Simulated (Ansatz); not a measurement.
# SnO2: valence-band photoemission, part 2 of 3

Wanted: projected DOS of SnO2, weighted into photoemission and X-ray emission spectra, at several levels of theory.

Ansatz 0.2.0; DFT, PBE, plane-wave PAW, default files, scalar-relativistic (the session's first sound run).

So far. Step 2 (The base run): At this level the gap is 0.63 eV on the path.

## (3) With spin–orbit coupling

This step: DFT, PBE, plane-wave PAW, default files, with spin-orbit coupling (Ansatz 0.2.0).

Spin–orbit coupling splits and shifts levels of heavy atoms, so the bands are solved again with spinors.

File input.yaml:

```yaml
crystal:
  lattice:
    - [-3.248897, 3.41447, 3.414021]
    - [3.248897, -3.41447, 3.414021]
    - [3.248897, 3.41447, -3.414021]
  atoms:
    - { symbol: Sn, position: [0.5, 0.0, 0.0] }
    - { symbol: Sn, position: [0.5, 0.5, 0.5] }
    - { symbol: Sn, position: [0.003599, 0.753599, 0.25] }
    - { symbol: Sn, position: [0.996401, 0.246401, 0.75] }
    - { symbol: O, position: [0.806496, 0.803774, 0.497278] }
    - { symbol: O, position: [0.806496, 0.309218, 0.002722] }
    - { symbol: O, position: [0.302435, 0.24594, 0.056495] }
    - { symbol: O, position: [0.689445, 0.24594, 0.443505] }
    - { symbol: O, position: [0.310555, 0.75406, 0.556495] }
    - { symbol: O, position: [0.193504, 0.690782, 0.997278] }
    - { symbol: O, position: [0.697565, 0.75406, 0.943505] }
    - { symbol: O, position: [0.193504, 0.196226, 0.502722] }
kpoints:
  mp_grid: { grid: [6, 6, 6] }
  band_path:
    path:
      - [[0.0, 0.0, 0.0], [0.5, -0.5, 0.5], [0.476342, -0.476342, 0.523658]]
      - [[-0.476342, 0.476342, 0.476342], [0.0, 0.0, 0.0], [0.499934, 0.499934, -0.499934]]
      - [[0.500066, -0.499934, 0.499934], [0.5, -0.5, 0.5]]
      - [[0.0, 0.0, 0.0], [0.0, 0.5, 0.0], [0.25, 0.25, 0.25], [0.5, 0.0, 0.0], [0.0, 0.0, 0.0]]
    npoints: 10
scf:
  occupations: { method: fermi_dirac, width: 0.02 }
  n_extra_bands: 56
hamiltonian:
  xc: pbe
  pseudopotentials: { kind: paw_fr }
output:
  forces: true
  stress: true
  dos:
    projected: true
    de: 0.05
    e_range: [-28, 12]
    nscf_kmesh: { grid: [8, 8, 8] }
    method: { smearing: { sigma: 0.08, scheme: gaussian } }
  fatbands: true
magnetization:
  noncollinear: true
  spin_orbit: true
```

Command:

```console
> ansatz run input.yaml --threads 4 --pin off --max-ram 8192MiB --backend cpu --events-out ev --progress --plain --runs-dir out
```

Numbers of over 12 decimals in the logs are rounded to 6 here.

The log of the run:

```text
[...]
non-collinear run that drives no moment, with spin-orbit: no starting moment large enough to seed its density (crystal.atoms[].spin), no starting occupations that ask for one, no magnetisation constraint and no magnetic field, so the semilocal B_xc is pinned to zero
Crystal: 12 atoms, lattice volume = 151.491 Å³
Basis set: ecut = 420 eV, 2975 PW (Γ), exchange–correlation on 80×80×80 points (8 copies of the dense FFT grid, shifted against one another)
Bands: 160, of which v1, the nominal top of the filled ones, is band 104 counted from 1 (103 counted from 0)
Symmetry: 8 space group operations + 8 with time reversal
[...]
k-points: 46 of 216
Projection manifold: j_resolved (fully-relativistic pseudo-atomic orbitals)
[...]
SCF iter   1: F=—  HF=-28646.324762 eV  |F-HF|=—  |Δ(HF+E_count)|=         —  Δρ=8.33e-2  dr2=7.54e0  dr2_m=0.00e0 (ungated)  ethr=3.10e-3  |M|=0.00e0 ∫|m|=0.00e0 μB  |m|>n=0.0e0 m-floor=0.0e0 τ_xc=0.0e0  β_m=0.30  ⟨swp⟩=5.3  Hψ=16299  notcnv=0  defer=1596
[...]
spin=Noncollinear: Resta preconditioning applied to the charge; magnetization (m_x, m_y, m_z) channels mix plain (no charge-response kernel on spin).
SCF iter   2: F=—  HF=-28644.982443 eV  |F-HF|=—  |Δ(HF+E_count)|=    1.34e0  Δρ=5.27e-2  dr2=2.51e0  dr2_m=0.00e0 (ungated)  ethr=3.10e-3  |M|=0.00e0 ∫|m|=0.00e0 μB  |m|>n=0.0e0 m-floor=0.0e0 τ_xc=0.0e0  β_m=0.49  ⟨swp⟩=2.9  Hψ=5620  notcnv=0  defer=2236
[...]
SCF iter   9: F=-28644.453234 eV  HF=-28644.453234 eV  |F-HF|=1.47e-8  |Δ(HF+E_count)|=   3.09e-7  Δρ=2.64e-6  dr2=1.12e-8  dr2_m=0.00e0 (ungated)  ethr=9.62e-11  |M|=0.00e0 ∫|m|=0.00e0 μB  |m|>n=0.0e0 m-floor=0.0e0 τ_xc=0.0e0  ⟨swp⟩=13.9  Hψ=21759  notcnv=0
SCF 1 converged in 9 iterations: F = -28644.453234 eV  dr2 = 1.12e-8
[...]
NSCF: frozen V_eff on 94 k-points
[...]
SCF converged after 9 iterations
Magnetization: |M| = 0.0000 μB,  M = (+0.0000, +0.0000, +0.0000) μB
Absolute magnetization: 0.0000 μB (∫|m|)
  site 0: m = (+0.0000, +0.0000, +0.0000) μB, |m| = 0.0000 μB  (R = 0.86 Å)
  site 1: m = (+0.0000, +0.0000, +0.0000) μB, |m| = 0.0000 μB  (R = 0.86 Å)
  site 2: m = (+0.0000, +0.0000, +0.0000) μB, |m| = 0.0000 μB  (R = 0.86 Å)
  site 3: m = (+0.0000, +0.0000, +0.0000) μB, |m| = 0.0000 μB  (R = 0.86 Å)
  site 4: m = (+0.0000, +0.0000, +0.0000) μB, |m| = 0.0000 μB  (R = 0.86 Å)
  site 5: m = (+0.0000, +0.0000, +0.0000) μB, |m| = 0.0000 μB  (R = 0.86 Å)
  site 6: m = (+0.0000, +0.0000, +0.0000) μB, |m| = 0.0000 μB  (R = 0.86 Å)
  site 7: m = (+0.0000, +0.0000, +0.0000) μB, |m| = 0.0000 μB  (R = 0.86 Å)
  site 8: m = (+0.0000, +0.0000, +0.0000) μB, |m| = 0.0000 μB  (R = 0.86 Å)
  site 9: m = (+0.0000, +0.0000, +0.0000) μB, |m| = 0.0000 μB  (R = 0.86 Å)
  site 10: m = (+0.0000, +0.0000, +0.0000) μB, |m| = 0.0000 μB  (R = 0.86 Å)
  site 11: m = (+0.0000, +0.0000, +0.0000) μB, |m| = 0.0000 μB  (R = 0.86 Å)
Free energy (F): -28644.453234 eV
[...]
Internal energy: -28644.453234 eV  (E = F + TS)
E sigma→0 (E₀):  -28644.453234 eV
Fermi energy:    9.002205 eV
[...]
--- Forces (eV/Å), atoms counted from 1 ---
  atom   1  Sn     0.00000000     0.00000000    -0.00000000
  atom   2  Sn    -0.00000000     0.00000000    -0.00000000
  atom   3  Sn     0.00000000     0.00000000    -0.05877196
  atom   4  Sn     0.00000000     0.00000000     0.05877196
  atom   5  O      0.03316801    -0.00000000     0.03282444
  atom   6  O     -0.03316801    -0.00000000     0.03282444
  atom   7  O      0.00000000     0.03345928     0.03268916
  atom   8  O      0.00000000    -0.03345928     0.03268916
  atom   9  O      0.00000000     0.03345928    -0.03268916
  atom  10  O      0.03316801    -0.00000000    -0.03282444
  atom  11  O      0.00000000    -0.03345928    -0.03268916
  atom  12  O     -0.03316801    -0.00000000    -0.03282444
  max |Σ_I F_I| component: 8.67e-18 eV/Å
--- Stress (GPa, compression-positive) ---
       -1.421643       0.000000       0.000000
        0.000000      -0.589778       0.000000
        0.000000       0.000000      -0.560697
  P = ⅓ Tr σ = -0.8574 GPa (-8.574 kbar)
--- Band table (eV; the first three rows and the last of 46) ---
  k-point 0: bands = [... 100 lower, 7.9744, 7.9744, 8.6850, 8.6850, 9.3183, 9.3183, 13.0063, 13.0063, ... 52 higher]
  k-point 1: bands = [... 100 lower, 7.9751, 7.9751, 8.5828, 8.5828, 10.1485, 10.1485, 13.1432, 13.1432, ... 52 higher]
  k-point 2: bands = [... 100 lower, 8.0340, 8.0340, 8.3909, 8.3909, 11.4845, 11.4845, 13.2277, 13.2277, ... 52 higher]
  k-point 45: bands = [... 100 lower, 7.8452, 7.8452, 7.8469, 7.8469, 12.9250, 12.9250, 12.9258, 12.9258, ... 52 higher]
```

Wall time 5.8 min (4 threads of INTEL XEON PLATINUM 8581C at 2.10GHz (Emerald Rapids), shared host); peak memory 3 GiB; 23 min of CPU time.

Numbers from this step:

| Property | Result |
| --- | --- |
| free energy | -28644.4532 eV |
| pressure | -0.8574 GPa |
| gap on the k-mesh | 0.6333 eV |
| gap on the path | 0.6333 eV |
| least direct gap on the path | 0.6333 eV |

Electronic bands along the path, in eV, zero at the valence-band maximum; v1 is the highest filled band, c1 the lowest empty one:

```csv
point,v4,v3,v2,v1,c1,c2,c3,c4
Γ,-0.71,-0.71,0.00,0.00,0.63,0.63,4.32,4.32
halfway,-0.78,-0.78,-0.45,-0.45,2.76,2.76,4.87,4.87
X,-0.84,-0.84,-0.84,-0.84,4.24,4.24,4.24,4.24
halfway,-0.84,-0.84,-0.84,-0.84,4.24,4.24,4.24,4.24
F0,-0.84,-0.84,-0.84,-0.84,4.25,4.25,4.25,4.25
jump to Σ0,-0.84,-0.84,-0.84,-0.84,4.25,4.25,4.25,4.25
halfway,-0.78,-0.78,-0.41,-0.41,3.08,3.08,4.53,4.53
Γ,-0.71,-0.71,0.00,0.00,0.63,0.63,4.32,4.32
halfway,-0.78,-0.78,-0.44,-0.44,2.76,2.76,4.87,4.87
Λ0,-0.84,-0.84,-0.84,-0.84,4.24,4.24,4.24,4.24
jump to G0,-0.84,-0.84,-0.84,-0.84,4.24,4.24,4.24,4.24
halfway,-0.84,-0.84,-0.84,-0.84,4.24,4.24,4.24,4.24
X,-0.84,-0.84,-0.84,-0.84,4.24,4.24,4.24,4.24
jump to Γ,-0.71,-0.71,0.00,0.00,0.63,0.63,4.32,4.32
halfway,-0.71,-0.71,-0.20,-0.20,2.13,2.13,4.55,4.55
R,-0.49,-0.49,-0.46,-0.46,3.97,3.97,3.97,3.97
halfway,-0.58,-0.58,-0.56,-0.56,4.26,4.26,4.27,4.27
W,-0.76,-0.76,-0.75,-0.75,4.92,4.92,4.93,4.93
halfway,-0.65,-0.65,-0.64,-0.64,4.20,4.20,4.20,4.20
S,-0.59,-0.59,-0.59,-0.59,3.85,3.85,3.85,3.85
halfway,-0.69,-0.69,-0.27,-0.27,1.99,1.99,4.88,4.88
Γ,-0.71,-0.71,0.00,0.00,0.63,0.63,4.32,4.32
```

Of the projections kept (Sn s, Sn p, O s, O p, not projected), the largest for each band there; the rest of the weight can lie on other orbitals:

```csv
point,v4,v3,v2,v1,c1,c2,c3,c4
Γ,O p 0.99,O p 0.99,O p 1.00,O p 1.00,Sn s 0.65,Sn s 0.65,Sn s 0.46,Sn s 0.46
X,O p 0.99,O p 0.99,O p 0.99,O p 0.99,Sn s 0.52,Sn s 0.52,Sn s 0.52,Sn s 0.52
F0,O p 0.99,O p 0.99,O p 0.99,O p 0.99,Sn s 0.52,Sn s 0.52,Sn s 0.52,Sn s 0.52
Σ0,O p 0.99,O p 0.99,O p 0.99,O p 0.99,Sn s 0.52,Sn s 0.52,Sn s 0.52,Sn s 0.52
Γ,O p 0.99,O p 0.99,O p 1.00,O p 1.00,Sn s 0.65,Sn s 0.65,Sn s 0.46,Sn s 0.46
Λ0,O p 0.99,O p 0.99,O p 0.99,O p 0.99,Sn s 0.52,Sn s 0.52,Sn s 0.52,Sn s 0.52
```

Side by side:

```csv
quantity,this run,base run,difference
gap on the path (eV),0.6333,0.6271,0.00620
least direct gap on the path (eV),0.6333,0.6271,0.00620
gap on the k-mesh (eV),0.63331,0.62709,0.00622
```

On this path the gap is direct, 0.63 eV, with the valence top at Γ and the conduction bottom at Γ.

## (4) With PBEsol

This step: DFT, PBEsol, plane-wave PAW, default files, scalar-relativistic (Ansatz 0.2.0).

The run is repeated with PBEsol on the same cell, to see how much the levels hang on the functional.

Edit input.yaml of step 3 so:

```diff
@@ -29,6 +29,6 @@
   occupations: { method: fermi_dirac, width: 0.02 }
-  n_extra_bands: 56
+  n_extra_bands: 28
 hamiltonian:
-  xc: pbe
-  pseudopotentials: { kind: paw_fr }
+  xc: pbesol
+  pseudopotentials: { kind: paw }
 output:
@@ -41,6 +41,2 @@
     nscf_kmesh: { grid: [8, 8, 8] }
-    method: { smearing: { sigma: 0.08, scheme: gaussian } }
   fatbands: true
-magnetization:
-  noncollinear: true
-  spin_orbit: true
```

The log of the run:

```text
[...]
Crystal: 12 atoms, lattice volume = 151.491 Å³
Basis set: ecut = 420 eV, 2975 PW (Γ), exchange–correlation on 80×80×80 points (8 copies of the dense FFT grid, shifted against one another)
Bands: 80, of which v1, the nominal top of the filled ones, is band 52 counted from 1 (51 counted from 0)
Symmetry: 8 space group operations
[...]
k-points: 46 of 216
[...]
SCF iter   1: F=—  HF=-28286.110122 eV  |F-HF|=—  |Δ(HF+E_count)|=         —  Δρ=1.63e-2  dr2=3.24e-1  ethr=1.77e-3  ⟨swp⟩=5.8  Hψ=15610  notcnv=0  defer=426
[...]
SCF iter   8: F=-28286.018604 eV  HF=-28286.018604 eV  |F-HF|=2.42e-8  |Δ(HF+E_count)|=   3.02e-8  Δρ=4.80e-6  dr2=3.06e-8  ethr=9.62e-11  ⟨swp⟩=3.9  Hψ=10386  notcnv=0
SCF 1 converged in 8 iterations: F = -28286.018604 eV  dr2 = 3.06e-8
[...]
SCF converged after 8 iterations
Free energy (F): -28286.018604 eV
[...]
Internal energy: -28286.018604 eV  (E = F + TS)
E sigma→0 (E₀):  -28286.018604 eV
Fermi energy:    8.825833 eV
[...]
--- Forces (eV/Å), atoms counted from 1 ---
  atom   1  Sn     0.00000000     0.00000000     0.00000000
  atom   2  Sn     0.00000000     0.00000000    -0.00000000
  atom   3  Sn     0.00000000     0.00000000    -0.05929679
  atom   4  Sn     0.00000000     0.00000000     0.05929679
  atom   5  O      0.03920977     0.00000000     0.09005012
  atom   6  O     -0.03920977     0.00000000     0.09005012
  atom   7  O      0.00000000     0.09073581     0.03355637
  atom   8  O      0.00000000    -0.09073581     0.03355637
  atom   9  O      0.00000000     0.09073581    -0.03355637
  atom  10  O      0.03920977     0.00000000    -0.09005012
  atom  11  O      0.00000000    -0.09073581    -0.03355637
  atom  12  O     -0.03920977     0.00000000    -0.09005012
  max |Σ_I F_I| component: 1.39e-17 eV/Å
--- Stress (GPa, compression-positive) ---
       -7.735231       0.000000       0.000000
        0.000000      -6.005211       0.000000
        0.000000       0.000000      -5.979004
  P = ⅓ Tr σ = -6.5731 GPa (-65.731 kbar)
--- Band table (eV; the first three rows and the last of 46) ---
  k-point 0: bands = [... 48 lower, 7.7824, 7.8179, 7.8271, 8.5592, 9.0915, 12.7717, 12.7744, 14.0898, ... 24 higher]
  k-point 1: bands = [... 48 lower, 7.7504, 7.7807, 7.8350, 8.4545, 9.9395, 12.9159, 12.9902, 14.1070, ... 24 higher]
  k-point 2: bands = [... 48 lower, 7.7220, 7.8094, 7.8968, 8.2589, 11.2808, 13.0106, 13.5374, 14.1803, ... 24 higher]
  k-point 45: bands = [... 48 lower, 7.3689, 7.3703, 7.7061, 7.7078, 12.7116, 12.7125, 14.0194, 14.0266, ... 24 higher]
```

Run time: 24 s. Hardware: 4 threads; peak memory 0.95 GiB.

Numbers from this step:

```yaml
free_energy: -28286.0186 eV
fermi_energy: 8.826 eV
pressure: -6.573 GPa
gap_on_the_k_mesh: 0.5323 eV
share_of_occupied_states_in_no_projected_shell: 0.0044 of the occupied states in the window
gap_on_the_path: 0.5323 eV
least_direct_gap_on_the_path: 0.5323 eV
```

Electronic bands along the path, in eV, zero at the valence-band maximum; v1 is the highest filled band, c1 the lowest empty one:

```csv
point,v4,v3,v2,v1,c1,c2,c3,c4
Γ,-0.78,-0.74,-0.73,0.00,0.53,4.21,4.21,5.53
halfway,-1.07,-0.97,-0.79,-0.46,2.68,4.77,4.96,5.49
X,-1.19,-1.19,-0.85,-0.85,4.15,4.15,5.46,5.47
halfway,-1.19,-1.19,-0.85,-0.85,4.15,4.16,5.39,5.54
F0,-1.18,-1.18,-0.85,-0.85,4.16,4.16,5.31,5.61
jump to Σ0,-1.18,-1.18,-0.85,-0.85,4.16,4.16,5.31,5.61
halfway,-0.81,-0.80,-0.79,-0.42,3.01,4.44,4.45,6.19
Γ,-0.78,-0.74,-0.73,0.00,0.53,4.21,4.21,5.53
halfway,-1.07,-0.98,-0.79,-0.45,2.68,4.77,4.96,5.50
Λ0,-1.19,-1.19,-0.85,-0.85,4.15,4.15,5.46,5.47
jump to G0,-1.19,-1.19,-0.85,-0.85,4.15,4.15,5.46,5.47
halfway,-1.19,-1.19,-0.85,-0.85,4.15,4.15,5.46,5.47
X,-1.19,-1.19,-0.85,-0.85,4.15,4.15,5.46,5.47
jump to Γ,-0.78,-0.74,-0.73,0.00,0.53,4.21,4.21,5.53
halfway,-0.83,-0.74,-0.72,-0.20,2.05,4.45,4.68,5.59
R,-0.82,-0.81,-0.50,-0.47,3.89,3.89,5.47,5.49
halfway,-0.85,-0.85,-0.59,-0.57,4.18,4.19,5.35,5.36
W,-0.79,-0.79,-0.77,-0.77,4.85,4.85,4.86,4.86
halfway,-0.81,-0.81,-0.66,-0.66,4.12,4.12,5.48,5.48
S,-0.76,-0.76,-0.61,-0.60,3.77,3.77,5.72,5.73
halfway,-0.91,-0.91,-0.71,-0.27,1.91,4.80,4.81,5.04
Γ,-0.78,-0.74,-0.73,0.00,0.53,4.21,4.21,5.53
```

Of the projections kept (Sn s, Sn p, O s, O p, not projected), the largest for each band there; the rest of the weight can lie on other orbitals:

```csv
point,v4,v3,v2,v1,c1,c2,c3,c4
Γ,O p 0.99,O p 0.99,O p 0.99,O p 1.00,Sn s 0.64,Sn s 0.45,Sn s 0.45,Sn s 0.47
X,O p 0.97,O p 0.97,O p 0.99,O p 0.99,Sn s 0.52,Sn s 0.52,Sn s 0.49,Sn s 0.49
F0,O p 0.97,O p 0.97,O p 0.99,O p 0.99,Sn s 0.52,Sn s 0.52,Sn s 0.49,Sn s 0.50
Σ0,O p 0.97,O p 0.97,O p 0.99,O p 0.99,Sn s 0.52,Sn s 0.52,Sn s 0.49,Sn s 0.50
Γ,O p 0.99,O p 0.99,O p 0.99,O p 1.00,Sn s 0.64,Sn s 0.45,Sn s 0.45,Sn s 0.47
Λ0,O p 0.97,O p 0.97,O p 0.99,O p 0.99,Sn s 0.52,Sn s 0.52,Sn s 0.49,Sn s 0.49
```

The DOS has structure finer than the step of the table below, so its rows give means over 1 eV, whole bins alone (the curve runs from -22.5 to 12.2 eV). Peaks (eV: height): total -20.0: 164, -0.8: 23.9, 11.9: 20.8; O 2p -3.5: 6.61, -1.1: 17.3, -0.8: 23.5; Sn 5p 7.8: 3.38, 10.2: 5.66, 11.1: 4.57, 11.4: 4.62; Sn 5s -17.0: 0.476, -7.5: 1.81, 4.4: 1.99, 5.6: 1.44; O 2s -20.8: 4.14, -17.0: 6.44, -15.6: 12.0.

The DOS by E, zero at the valence-band maximum; means over each step; values in states/eV/cell:

```csv
E (eV),total,O 2p,Sn 5p,Sn 5s,O 2s,Sn 4d
-21,7.27,0.0490,0.0675,0.0351,1.05,6.07
-20,32.7,0.243,0.0865,0.0256,0.382,32.0
-19,0.0694,1.6e-4,0.00360,0.0181,0.0430,0.00428
-18,2.61,0.0221,0.414,0.366,1.67,0.125
-17,5.90,0.0561,1.01,0.276,4.14,0.399
-16,6.26,0.0396,0.532,0.0785,4.73,0.857
-15,1.15,0.0102,0.0352,0.0347,0.874,0.198
-14,0,0,0,0,0,0
-13,0,0,0,0,0,0
-12,0,0,0,0,0,0
-11,0,0,0,0,0,0
-10,0,0,0,0,0,0
-9,0,0,0,0,0,0
-8,1.09,0.605,0.0271,0.413,0.0327,0.00483
-7,3.91,2.21,0.134,1.36,0.178,0.0192
-6,2.06,1.22,0.103,0.559,0.151,0.0159
-5,3.62,2.60,0.675,0.205,0.101,0.0180
-4,7.12,5.45,1.29,0.137,0.154,0.0370
-3,6.46,5.31,0.809,0.0661,0.166,0.0483
-2,8.06,7.29,0.394,0.0404,0.131,0.0894
-1,14.7,14.2,0.0939,0.0223,0.0335,0.0994
0,1.02,0.999,0.00869,4.2e-4,0.00267,0.00110
1,0.0644,0.0138,0.00182,0.0328,0.0154,0
2,0.279,0.0820,0.0152,0.123,0.0557,2.2e-4
3,0.685,0.230,0.0500,0.284,0.112,8.5e-4
4,2.19,0.762,0.176,0.954,0.248,0.00388
5,3.35,1.19,0.305,1.48,0.259,0.00363
6,1.90,0.615,0.385,0.727,0.0975,0.00118
7,2.40,0.298,1.64,0.0810,0.256,0.00115
8,4.25,0.603,2.75,0.187,0.471,0.00265
9,3.02,0.455,2.01,0.123,0.199,0.00164
10,5.51,0.985,3.77,0.127,0.154,0.00148
11,5.80,0.934,3.76,0.0570,0.0839,0.00121
```

Simulated valence spectra by photon energy, shown to 13 eV, since a deeper line would dwarf them at some energies; the 100 % can be that line's tail at the edge; this run's widths, added to any smearing of the DOS itself: Gaussian 0.2 eV, Lorentzian 0.1 eV plus 0.05 an eV of depth. Intensity against binding energy, zero at the valence-band maximum; values in % of the maximum within 13 eV:

```csv
binding energy (eV),21.2 eV,100 eV,1486.7 eV,5950 eV
-1,0.989,1.10,5.46,2.31
0,5.72,5.83,10.0,3.60
1,91.7,91.8,92.3,24.4
2,42.8,43.4,72.1,32.6
3,33.5,33.7,69.7,42.5
4,34.1,33.7,79.6,59.2
5,17.5,17.7,54.5,46.1
6,8.49,9.73,51.1,53.8
7,12.1,13.9,78.9,98.0
8,3.97,4.77,35.2,36.7
9,0.731,1.23,19.2,10.7
10,0.364,0.950,21.0,9.55
11,0.232,0.984,25.7,10.9
12,-,1.20,33.5,13.9
```

Spectra as before, but with a recipe of its own (widths, and in some runs the light), which changes peak heights and what is resolved: Gaussian 0.2 eV, Lorentzian 0.1 eV plus 0.05 times the binding energy, unpolarised light, analyser at 54.7°, Fermi edge at 20 K; some photon energies differ too.

The two runs compared:

```csv
quantity,this run,base run,difference
gap on the path (eV),0.5323,0.6271,-0.0948
least direct gap on the path (eV),0.5323,0.6271,-0.0948
gap on the k-mesh (eV),0.53233,0.62709,-0.0948
```

The two runs differ clearly in the gap on the path: 0.532 eV against 0.627 eV.

At this level the gap is 0.53 eV on the path.

(Part 2 of 3 ends here.)

[Logs are printed without paths, hosts, clocks, repeated set-up lines and the standing remarks that a program may print on its own settings, such as how far it seeks lower states.]

[Hosts, paths, dates, database ids (printed as entryN), source tags and the programs' standing remarks are cut or masked in the printed files.]

[Maps of the electrostatic potential energy from Ansatz leave out the sawtooth potential of an applied field or a dipole correction, so their vacuum need not be flat; work functions include it.]

[Peak lists hold at most the 14 tallest peaks of each spectrum; further lines can be left out.]
